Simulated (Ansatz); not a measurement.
# B: pressure up to the limit of the methods

An exercise on one series of results from a longer session: the logs are not shown, and one member is left open.

Method: DFT PBE, with the methods named in each step, in Ansatz 0.2.0.

**The starting structure**

It takes space group I4_1/amd (No. 141, tetragonal). The conventional cell has a = 3.652 Å, b = 3.652 Å, c = 2.008 Å, α = 90.00°, β = 90.00°, γ = 90.00°. B (site symmetry -4m2) has 6 B at 1.89 to 2.01 Å as nearest neighbours.

Coordinates:

```xyz
2
Lattice="-1.8258 1.8258 1.0042 1.8258 -1.8258 1.0042 1.8258 1.8258 -1.0042" Properties=species:S:1:pos:R:3 pbc="T T T"
B     0.0000   -0.9129   -0.2510
B     0.0000    0.9129    0.2510
```

Whether this phase is the stable one at these pressures isn't tested.

Atoms are numbered in the order of the input: B1, B2.

The first run:

input.yaml reads:

```yaml
crystal:
  lattice:
    - [-1.8257976008, 1.8257976008, 1.0041886805]
    - [1.8257976008, -1.8257976008, 1.0041886805]
    - [1.8257976008, 1.8257976008, -1.0041886805]
  atoms:
    - { symbol: B, position: [-0.375, -0.125, -0.25] }
    - { symbol: B, position: [0.375, 0.125, 0.25] }
kpoints:
  mp_grid: { grid: [21, 21, 21] }
scf:
  occupations: { method: fermi_dirac, width: 0.05 }
hamiltonian:
  xc: pbe
  pseudopotentials: { kind: paw }
output:
  forces: true
  stress: true
  write_density: true
  write_potential: true
  elf: true
  volumetric_format: npy
relax:
  f_tol: 0.005
  max_steps: 40
  cell: {}
```

Command:

```sh
ansatz run input.yaml --threads 1 --pin off --max-ram 2048MiB --backend cpu --events-out ev --progress --plain --runs-dir out
```

Steps of the session up to this table: Cell relaxed at zero pressure, PAW; Volume scaled by 1, PAW; Shape and atoms relaxed at 0.9 of the volume, PAW; Volume scaled by 0.9, PAW; Shape and atoms relaxed at 0.8 of the volume, PAW; Volume scaled by 0.8, PAW; Shape and atoms relaxed at 0.7 of the volume, PAW; More of the same log: shape and atoms relaxed at 0.7 of the volume; Volume scaled by 0.7, PAW; Shape and atoms relaxed at 0.6 of the volume, PAW; More of the same log: shape and atoms relaxed at 0.6 of the volume; Volume scaled by 0.6, PAW; Shape and atoms relaxed at 0.5 of the volume, PAW; More of the same log: shape and atoms relaxed at 0.5 of the volume; Volume scaled by 0.5, PAW; Volume scaled by 0.5, PAW (level accurate); Shape and atoms relaxed at 0.4 of the volume, PAW; Volume scaled by 0.4, PAW; Volume scaled by 0.4, PAW (level accurate).

One table of the session follows, with a row left open; its other results are not shown here.

| method | volume over the first | volume (Å³/atom) | pressure (GPa) |
| --- | --- | --- | --- |
| PAW | 1 | 7.989 | 0.00 |
| PAW | 0.9 | 7.190 | 9.22 |
| PAW | 0.8 | 6.391 | 27.73 |
| PAW | 0.7 | 5.593 | 60.38 |
| PAW | 0.6 | ? | ? |
| PAW | 0.5 | 3.995 | 280.45 |
| PAW | 0.4 | 3.196 | 589.52 |
| PAW (level accurate) | 0.5 | 3.995 | 280.62 |
| PAW (level accurate) | 0.4 | 3.196 | 590.50 |

Estimate the missing values for PAW, 0.6.

The run gave: volume (Å³/atom): 4.794; pressure (GPa): 134.40. In the column «volume (Å³/atom)» it lies between PAW (level accurate), 0.5 (3.995) and PAW, 0.7 (5.593).
